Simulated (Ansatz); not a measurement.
C5H8: measurement beside calculation (Ansatz, PBE0-D4/def2-TZVP geometry).

```xyz
13

C     0.000    0.000    0.000
C    -0.740    1.239   -0.295
C    -1.187   -0.095   -0.866
C     0.528   -0.687    1.191
C     1.400   -0.457   -0.030
H    -0.298    1.954   -0.979
H    -1.347    1.677    0.490
H    -1.041   -0.260   -1.927
H    -2.090   -0.538   -0.459
H     0.201   -1.702    1.389
H     0.739   -0.098    2.076
H     1.649   -1.319   -0.639
H     2.187    0.285    0.049
```

Enthalpy of formation at 298 K: 44.3 kcal/mol (zero for an element's reference state; older measured values of the G2 set, as listed by Staroverov and co-workers, J. Chem. Phys. 119, 12129, 2003). With their computed zero-point and thermal terms and the atoms' enthalpies of Curtiss and co-workers (1997) it gives an electronic atomization energy of 1284.0 kcal/mol.

| level | atomization (kcal/mol) | error | error per bond |
| --- | --- | --- | --- |
| LDA (SPW92) | 1474.7 | 190.7 | 13.6 |
| PBE-D4 | 1321.8 | 37.7 | 2.7 |
| revPBE-D4 | 1291.1 | 7.1 | 0.5 |
| BLYP-D4 | 1279.0 | -5.0 | -0.4 |
| r2SCAN-D4 | 1292.5 | 8.4 | 0.6 |
| B97M-V | 1291.4 | 7.4 | 0.5 |
| PBE0-D4 | 1304.5 | 20.5 | 1.5 |
| B3LYP-D4 | 1285.6 | 1.6 | 0.1 |
| r2SCANh-D4 | 1287.4 | 3.4 | 0.2 |
| r2SCAN0-D4 | 1280.3 | -3.8 | -0.3 |
| HSE06-D4 | 1305.3 | 21.3 | 1.5 |
| BHLYP-D4 | 1253.3 | -30.7 | -2.2 |
| CAM-B3LYP-D4 | 1291.6 | 7.6 | 0.5 |
| ωB97X-V | 1290.2 | 6.2 | 0.4 |
| ωB97M-V | 1290.5 | 6.5 | 0.5 |
| B2PLYP | 1274.0 | -10.0 | -0.7 |
| PBE-QIDH | 1292.0 | 8.0 | 0.6 |
| PBE | 1316.3 | 32.3 | 2.3 |
| revPBE | 1272.3 | -11.7 | -0.8 |
| BLYP | 1266.8 | -17.2 | -1.2 |
| r2SCAN | 1291.1 | 7.1 | 0.5 |
| PBE0 | 1300.0 | 16.0 | 1.1 |
| B3LYP | 1277.0 | -7.1 | -0.5 |
| r2SCANh | 1286.0 | 2.0 | 0.1 |
| r2SCAN0 | 1278.7 | -5.3 | -0.4 |
| HSE06 | 1301.1 | 17.1 | 1.2 |
| BHLYP | 1247.4 | -36.6 | -2.6 |
| CAM-B3LYP | 1287.2 | 3.1 | 0.2 |
| LC-ωPBE | 1296.2 | 12.2 | 0.9 |
| HF/def2-TZVPP | 958.7 | -325.3 | -23.2 |
| MP2/def2-TZVPP | 1276.6 | -7.5 | -0.5 |
| SCS-MP2/def2-TZVPP | 1267.5 | -16.5 | -1.2 |
| CCSD/def2-TZVPP | 1237.3 | -46.8 | -3.3 |
| CCSD(T)/def2-TZVPP | 1254.8 | -29.2 | -2.1 |
| HF/def2-QZVPP | 959.6 | -324.4 | -23.2 |
| MP2/def2-QZVPP | 1292.5 | 8.5 | 0.6 |
| SCS-MP2/def2-QZVPP | 1285.5 | 1.5 | 0.1 |
| HF/CBS(def2) | 959.8 | -324.2 | -23.2 |
| MP2/CBS(def2) | 1303.8 | 19.8 | 1.4 |
| CCSD/CBS(def2) | 1264.5 | -19.5 | -1.4 |
| CCSD(T)/CBS(def2) | 1282.1 | -2.0 | -0.1 |

Functionals use def2-TZVPP; B3LYP here is the variant with VWN-RPA as its local correlation; programs differ in this. The calculations leave out spin–orbit coupling, scalar relativity and, for the correlated methods, core correlation; together these are worth up to about 1 kcal/mol a heavy atom. HSE06 is defined as in plane-wave codes. CBS adds triple-zeta CCSD(T) − MP2 to the MP2 limit. T1 = 0.009.
